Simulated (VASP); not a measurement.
Wanted: the native input for a VASP 6.6.1 run.

```yaml
Task: relaxation of cell and atoms
Functional: PBEsol
Dispersion: D3
Potentials_or_basis: VASP PAW PBE potentials, release 64 (Ag)
Cutoff: 600 eV
k_mesh: 11 × 11 × 11
Occupations: fermi-dirac, width 0.05 eV
Spin: no spin polarisation
Further_INCAR_settings: ALGO = Normal; EDIFF = 1e-06; IBRION = 2; EDIFFG = -0.02; NSW = 60; ISIF = 3
```

The structure of Ag lies in POSCAR:

```
Ag
1.0
   -1.6556540000      1.6556540000      1.6556540000
    1.6556540000     -1.6556540000      1.6556540000
    1.6556540000      1.6556540000     -1.6556540000
Ag
1
Direct
    0.0000000000      0.0000000000      0.0000000000
```

This isn't the form of Ag at room conditions, which is fcc.

These files were run (other wordings do the same):

INCAR

```
PREC = Accurate ; ENCUT = 600
EDIFF = 1E-6 ; ISMEAR = -1
SIGMA = 0.05 ; LREAL = F
LASPH = T ; NELM = 100
ALGO = Normal ; ISIF = 3
LWAVE = F ; LCHARG = F
GGA = PS ; IVDW = 11
IBRION = 2 ; NSW = 60
EDIFFG = -0.02
```

KPOINTS

```
Automatic mesh
0
Gamma
  11 11 11
```

Potentials or basis: VASP PAW PBE potentials, release 64 (Ag).

Launch:

```bash
$ cat potpaw_PBE.64/Ag/POTCAR > POTCAR
$ mpirun -np 1 vasp_std > vasp.out
```

Results of the run:

```json
{
 "Relaxed volume": "16.27 Å³/atom",
 "Relaxed cell": "a = 2.765 Å, b = 2.765 Å, c = 2.765 Å, α = 109.47°, β = 109.47°, γ = 109.47°",
 "Space group after relaxing (to 0.05 Å)": "Im-3m (No. 229)",
 "Energy gained by relaxing": "64.6 meV/atom",
 "Ionic steps": "3",
 "Pressure after relaxing": "0.0 GPa",
 "Band gap on the k mesh": "none (metal or under the smearing width)",
 "Dispersion energy per atom": "-0.413 eV"
}
```

Caveat: the PAW data sets were made with another functional, which shifts forces and pressure a little; pairwise dispersion overbinds metals, which lowers pressure and volume.

Wall time 15 s on 1 thread of Intel(R) Xeon(R) Platinum 8259CL CPU @ 2.50GHz (Skylake/Cascade Lake), on a shared host, peak memory 0.16 GiB.
